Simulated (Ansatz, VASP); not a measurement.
**One calculation of MgS, two programs**

```xyz
2
Lattice="0.0000 2.4716 2.5366 2.4716 0.0000 2.5366 2.4716 2.4716 0.0000" Properties=species:S:1:pos:R:3 pbc="T T T"
Mg    0.0000    0.0000    0.0000
S     2.4716    2.4716    2.5366
```

Change from the starting cell: strain -0.050 along x and y, -0.025 along z, atoms carried along.

Alike in both runs: task single point; functional PBEsol; k mesh 8 × 8 × 8; occupations gaussian, width 0.05 eV; no spin polarisation.

|  | VASP | Ansatz |
| --- | --- | --- |
| version | VASP 6.6.1 | Ansatz 0.2.0 |
| potentials or method | VASP PAW PBE potentials, release 64 (Mg, S) | scalar-relativistic, plane waves, PAW |
| plane-wave cutoff (eV) | 520 | 420 |
| valence electrons in the cell | 8 | 16 |

VASP gave:

* gap on the k mesh at the Fermi level (eV): 2.84
* least direct gap on the mesh (eV): 4.61
* pressure (GPa): 11.4
* largest component of the traceless stress (GPa): 3.31

Problem. Estimate Ansatz's values.

Solution. gap on the k mesh at the Fermi level (eV): 2.83; least direct gap on the mesh (eV): 4.60; pressure (GPa): 11.6; largest component of the traceless stress (GPa): 3.30.

The two sets of potentials don't hold the same shells in valence.

Caveats: the PAW data sets were made with another functional, which shifts forces and pressure a little (VASP). A k mesh can miss the band edges.
